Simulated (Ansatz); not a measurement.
This Ansatz 0.2.0 run on TiH needs a look.

The input input.yaml:

```yaml
crystal:
  lattice:
    - [0.0, 2.08969722, 2.08969722]
    - [2.08969722, 0.0, 2.08969722]
    - [2.08969722, 2.08969722, 0.0]
  atoms:
    - { symbol: Ti, position: [0.0, 0.0, 0.0], spin: 2.0 }
    - { symbol: H, position: [0.5, 0.5, 0.5] }
hamiltonian:
  xc: lda
  pseudopotentials: { kind: paw }
kpoints:
  mp_grid: { grid: [6, 6, 6] }
scf:
  occupations: { method: fermi_dirac, width: 0.05 }
  n_extra_bands: 6
  max_iter: 100
output:
  forces: true
  stress: true
  eigenvalues: true
  dos: { projected: true, de: 0.05, nscf_kmesh: { grid: [9, 9, 9] } }
```

Potentials or basis: Ansatz PAW.

Command:

```bash
$ ansatz run input.yaml --threads 2 --pin off --max-ram 5632MiB --backend cpu --events-out ev --progress --plain --runs-dir out
```

Output:

```text
Error: inconsistent input (magnetization.spin_polarized): false but per-atom `spin:`, `per_species`, `initial_magnetization`, `magnetic_field`, or `spin_locking` is set
```

**Question.** Diagnose the run.

**Answer.** The input was rejected before any iteration. The input holds a flaw that was put in on purpose: a moment without spin polarisation (magnetization = left out; crystal.atoms[0].spin = 2).
